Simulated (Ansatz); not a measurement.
The system is Hf.

```
Hf
1.0
     0.00000    2.22000    2.22000
     2.22000    0.00000    2.22000
     2.22000    2.22000    0.00000
Hf
1
Direct
  0.00000 0.00000 0.00000
```

This isn't the form of Hf at room conditions, which is hcp.

Base run:

```yaml
Program: Ansatz 0.2.0
Functional: revPBE
Potentials_or_basis: Ansatz PAW
Cutoff: "420 eV (not typed: the program's choice for these potentials)"
k_mesh: 10 × 10 × 10
Occupations: fermi-dirac, width 0.05 eV
Spin: no spin polarisation
```

Its results: band gap on the k mesh none (metal or under the smearing width); pressure 5.2 GPa.

After a change of settings the same cell gave: band gap on the k mesh none (metal or under the smearing width); pressure -5.7 GPa. Which change was it?
A. functional from revPBE to LDA
B. functional from revPBE to PBEsol
C. functional from revPBE to RPBE

A.

LDA binds more tightly than revPBE, so the same cell stands under less pressure.

Caveats: spin-orbit coupling is left out, which moves the levels of the heavy elements; the PAW data sets come from PBE, with cores solved anew for the run's functional, which leaves a small shift of forces and pressure.

Runs at the PBE level aren't shown here.
